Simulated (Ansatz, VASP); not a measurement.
## W: VASP beside Ansatz

```xyz
1
Lattice="-1.5823 1.5823 1.5823 1.5823 -1.5823 1.5823 1.5823 1.5823 -1.5823" Properties=species:S:1:pos:R:3 pbc="T T T"
W     0.0000    0.0000    0.0000
```

Alike in both runs: task relaxation of cell and atoms; functional LDA; k mesh 15 × 15 × 15; occupations fermi-dirac, width 0.05 eV; no spin polarisation.

|  | VASP | Ansatz |
| --- | --- | --- |
| version | VASP 6.6.1 | Ansatz 0.2.0 |
| potentials or method | VASP PAW LDA potentials, release 64 (W_sv), cutoff 600 eV | all-electron LAPW, scalar-relativistic |

|  | VASP | Ansatz | Ansatz less VASP |
| --- | --- | --- | --- |
| relaxed volume (Å³/atom) | 15.51 | 15.42 | -0.093 |
| relaxed cell length with the largest relative difference (Å) | 2.721 | 2.716 | -0.0054 |
| energy change over the relaxation (meV/atom) | -7 | -12 | -4.4 |

Ansatz ran all-electron here, so the differences hold the error of VASP's frozen core and of both bases.

Spin-orbit coupling is left out, which matters for the levels of W. Zero-point motion and thermal expansion aren't in these numbers. LDA usually gives volumes a few per cent too small.
